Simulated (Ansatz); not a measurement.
Mg:

```xyz
4
Lattice="3.1768 0.0000 0.0000 -1.5884 2.7512 0.0000 0.0000 0.0000 10.3189" Properties=species:S:1:pos:R:3 pbc="T T T"
Mg    1.5884    0.9171    7.7391
Mg    0.0000    0.0000    5.1594
Mg    0.0000    1.8341    2.5797
Mg    0.0000    0.0000    0.0000
```

| Item | Value |
| --- | --- |
| Program | Ansatz 0.2.0 |
| Task | single point |
| Functional | PBE |
| Potentials or basis | Ansatz PAW |
| Cutoff | 420 eV (not typed: the program's choice for these potentials) |
| k mesh | 10 × 10 × 3 |
| Occupations | fermi-dirac, width 0.05 eV |
| Spin | no spin polarisation |

On this cell: pressure 0.9 GPa; largest force under 0.003 eV/Å; band gap on the k mesh none (metal or under the smearing width).

The same run follows on a disturbed copy (atoms moved at random, drawn with an rms of 0.05 Å):

```
Mg
1.0
     3.17683    0.00000    0.00000
    -1.58841    2.75121    0.00000
     0.00000    0.00000   10.31886
Mg
4
Cartesian
  1.5878 0.8958 7.7122
  0.0073 -0.0452 5.1746
  -0.0436 1.8592 2.6427
  -0.0534 -0.0079 0.0037
```

Question: What does the disturbed cell give?

Answer: The energy (extrapolated to zero smearing) moves by +2.3 meV/atom; pressure 0.9 GPa; largest force 0.180 eV/Å; band gap on the k mesh none (metal or under the smearing width).

Forces in eV/Å, atoms in the order of the input:
```
Mg  -0.014 -0.006  0.121
Mg  -0.028  0.038  0.013
Mg   0.019 -0.036 -0.175
Mg   0.023  0.004  0.041
```

Stress tensor (GPa, compression positive):
```
 0.70 -0.07 -0.02
-0.07  0.55  0.01
-0.02  0.01  1.54
```
